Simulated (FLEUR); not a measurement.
PbS (Galena) under changes of volume

One of the cells (26.086 Å³/atom); the others are scaled copies at fixed shape and fractional positions:

```
CELL_PARAMETERS angstrom
0.00000 2.96575 2.96575
2.96575 0.00000 2.96575
2.96575 2.96575 0.00000
ATOMIC_POSITIONS crystal
Pb 0.00000 0.00000 0.00000
S 0.50000 0.50000 0.50000
```

```yaml
Program: FLEUR MaX-R8.1 (later development tree)
Functional: PBEsol
Potentials_or_basis: all-electron
Basis: FLAPW
Kmax: 4.54 1/bohr
k_mesh: 8 × 8 × 8
Occupations: fermi-dirac, width 0.05 eV
Spin: no spin polarisation
```

```csv
volume (Å³/atom),energy over the lowest point (meV/atom),gap on the mesh (eV)
24.521,10.30,0.00
25.042,?,?
26.086,0.00,0.25
27.129,12.11,0.39
27.651,22.79,0.45
```

Problem. What does the run at 25.042 Å³/atom give?

Solution. Energy over the lowest point 2.58 meV/atom; gap on the mesh 0.09 eV.

Worked out: A Birch-Murnaghan fit of order 2 (a polynomial in V^(-2/3)) to the other rows has its minimum at 25.72 Å³/atom with B0 = V·E''(V) = 59 GPa. It gives 2.55 meV/atom at 25.042 Å³/atom, against the run's 2.58.

Energies are extrapolated to zero smearing.

Caveats: spin-orbit coupling is left out, which as a rule narrows the gap of such compounds by several tenths of an eV.

A mesh can miss the band edges.
